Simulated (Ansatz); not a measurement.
**Structures of PbS: which is lowest?**

Plane-wave DFT in Ansatz with scalar-relativistic PAW potentials, cutoff 420 eV, Γ-centred meshes chosen by cell and gap, Gaussian smearing with energies taken to zero width. Every cell was relaxed (cell and atoms) in a run of its own, within the symmetry of its start. Functional: PBE.

Relaxed structures (starts from databases or built by putting these elements on another compound's sites):
A. Fm-3m, 2 atoms in the computed cell, a = 6.009 Å; sites (symmetry × multiplicity) Pb m-3m × 4, S m-3m × 4; start: database
B. Pm-3m, 2 atoms in the computed cell, a = 3.653 Å; sites (symmetry × multiplicity) Pb m-3m × 1, S m-3m × 1; start: built
C. C2/m, 4 atoms in the computed cell, a = 6.005 Å, b = 6.005 Å, c = 11.215 Å, β = 95.6°; sites (symmetry × multiplicity) Pb m × 4, S m × 4; start: database
D. Cmcm, 4 atoms in the computed cell, a = 4.193 Å, b = 12.241 Å, c = 4.295 Å; sites (symmetry × multiplicity) Pb m2m × 4, S m2m × 4; start: database

Problem. Rank them by energy. Could pressure change the order?

Solution.
| structure | group | E − E(lowest) (meV/atom) | V (Å³/atom) | gap on mesh (eV) |
| --- | --- | --- | --- | --- |
| A | Fm-3m | 0.0 | 27.12 | 0.49 |
| D | Cmcm | 38 | 27.56 | 1.29 |
| C | C2/m | 59 | 50.31 | 2.07 |
| B | Pm-3m | 256 | 24.38 | 0.00 |

A is lowest, 38 meV/atom under D. B is denser by 2.75 Å³/atom, so pressure favours it: ΔE/ΔV, with ΔE in eV and 1 eV/Å³ = 160.2 GPa, gives about 15 GPa for equal enthalpy if both cells were rigid, a rough figure since the two compress differently. Other structures may lie lower than all of these, and vibrations aren't counted.

Spin-orbit coupling is left out, which matters for the bands of heavy elements. For Tl, Pb and Bi spin-orbit coupling shifts energies too.